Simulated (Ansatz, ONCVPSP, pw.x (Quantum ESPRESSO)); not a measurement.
**Equation-of-state test of one ONCV potential (indium (In))**

ONCVPSP 4.0.1.1 (patched build) input, shortened (lines: element, Z, core and valence counts, functional; n l f; lmax; l rc ep ncon nbas qcut; lloc lpopt rc5 dvloc0; l nproj debl; icmod fcfact rcfact), LDA (Perdew-Wang 92), scalar-relativistic:

```
  In 49.00    6    5  -001012      upf
    1    0    2.00
    2    0    2.00
    2    1    6.00
    3    0    2.00
    3    1    6.00
    3    2   10.00
    4    0    2.00
    4    1    6.00
    4    2   10.00
    5    0    2.00
    5    1    1.00
    2
    0    1.50    0.00    3    6    8.20
    1    1.80    0.00    4    8    9.40
    2    1.45    0.00    3    8    8.90
    4    5    1.45    0.00
    0    2    1.90
    1    3    2.40
    2    2    2.40
    0    0.00    0.00
```

Crystal test: fcc In in pw.x 7.5, no spin, 12³ k-points, Fermi–Dirac smearing 0.01 Ry, cutoffs 85/340 Ry. The reference is all-electron LAPW (Ansatz 0.2.0) with the same functional, mesh and smearing; V0 and B0 come from Birch–Murnaghan fits to the pressures at five volumes. Errors are pseudo minus all-electron; Δ is the rms difference of the E(V) curves that follow from these fits, minima aligned, over ±6 % about the mean V0. Mesh and smearing are coarse, so the numbers serve the comparison and aren't converged zero-temperature values; the lattice is a test structure that the element need not adopt.

| V (Å³/atom) | P all-electron (GPa) | P pseudo (GPa) |
| --- | --- | --- |
| 23.584 | 2.33 | 2.45 |
| 24.204 | 0.84 | 0.94 |
| 24.825 | -0.43 | -0.34 |
| 25.446 | -1.52 | -1.45 |
| 26.066 | -2.46 | -2.39 |

All-electron: a0 = 4.617 Å (V0 = 24.60 Å³/atom), B0 = 49.4 GPa.

Pseudopotential: mean pressure error (GPa): +0.09; a0 (Å): 4.620; a0 error (%): +0.06; B0 error (%): +0.1; Δ (meV/atom): 0.5. Atomic configuration tests: 1 of 4 tests not solved or not reliable.

Question: At the middle volume, how do free energy and pressure move when the wave cutoff is lowered (ecutrho kept at four times it)?

Answer:

```tsv
cutoff (Ry)	shift of F (meV/atom)	shift of P (GPa)
38	+24835.7	-537.91
51	+3660.7	-133.93
68	+108.7	-8.47
```

The run at the middle volume (72 k-points, 8 iterations) took about 27 s on one core of a shared host (Intel(R) Xeon(R) 6975P-C, 192 threads, 1512 GiB, load 97).
